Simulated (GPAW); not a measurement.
Runs of GPAW 26.7.0 on AlN. The structure is hexagonal, space group P6_3mc (No. 186). Conventional cell: a = 3.113 Å, b = 3.113 Å, c = 4.981 Å, α = 90.00°, β = 90.00°, γ = 120.00°. Al (site symmetry 3m) is surrounded by 4 N at 1.89 Å. N (site symmetry 3m) is surrounded by 4 Al at 1.89 Å. 

```tsv
task	level	potentials or basis	cell	k mesh	cutoff (eV)	smearing	maxiter	optimizer	fmax	max steps	convergence	gap on the mesh (eV)	pressure (GPa)	relaxed volume (Å³/atom)	largest force (eV/Å)
electron localisation function	LDA	the program's PAW data sets (release 1.2.1) made for this functional, pw	as given	10 × 10 × 6	800	fermi-dirac 0.05 eV	150	-	-	-	-	4.28	-3.9	-	(b)
single point	PBEsol	PAW data sets generated in the run's folder for this functional, pw	as given	10 × 10 × 6	800	gaussian 0.1 eV	150	-	-	-	-	4.16	1.1	-	0.13
relaxation of cell and atoms	LDA	the program's PAW data sets (release 1.2.1) made for this functional, pw	relaxed	7 × 7 × 5	800	fermi-dirac 0.05 eV	150	BFGS	0.02 eV/Å	60	density=1e-05 forces=0.0001	(c)	0.0	10.25	-
relaxation of cell and atoms	PBE	GPAW PAW data sets (gpaw-data 1.2.1), pw	relaxed	7 × 7 × 5	800	fermi-dirac 0.05 eV	150	BFGS	0.02 eV/Å	60	density=1e-05 forces=0.0001	4.01	0.0	10.69	0.01
relaxation of cell and atoms	revPBE	the program's PAW data sets (release 1.2.1) made for this functional, pw	relaxed	7 × 7 × 5	800	fermi-dirac 0.05 eV	150	BFGS	0.02 eV/Å	60	density=1e-05 forces=0.0001	3.90	-0.1	(a)	0.01
relaxation of cell and atoms	PBEsol	PAW data sets generated in the run's folder for this functional, pw	relaxed	7 × 7 × 5	800	fermi-dirac 0.05 eV	150	BFGS	0.02 eV/Å	60	density=1e-05 forces=0.0001	4.08	0.1	10.50	0.01
relaxation of cell and atoms	RPBE	the program's PAW data sets (release 1.2.1) made for this functional, pw	relaxed	7 × 7 × 5	800	fermi-dirac 0.05 eV	150	BFGS	0.02 eV/Å	60	density=1e-05 forces=0.0001	3.87	-0.1	10.89	0.01
single point	HSE06	GPAW PAW data sets (gpaw-data 1.2.1), pw	as given	6 × 6 × 4	600	fermi-dirac 0.05 eV	60	-	-	-	-	5.61	-	-	0.13
relaxation of cell and atoms	BLYP	PAW data sets generated in the run's folder for this functional, pw	relaxed	7 × 7 × 5	800	fermi-dirac 0.05 eV	150	BFGS	0.02 eV/Å	60	density=1e-05 forces=0.0001	4.24	-0.1	10.81	-
```

Alike in all rows: no spin polarisation.

**Question.** Estimate the missing entries.

**Answer.** (a) 10.84; (b) 0.12; (c) 4.43.

Caveats: later steps reuse the first step's grids (some runs); exact exchange converges slowly with the k mesh, and this mesh is small (some runs); the PAW data sets were made with another functional, which shifts forces and pressure a little (some runs).

A k mesh can miss the band edges.
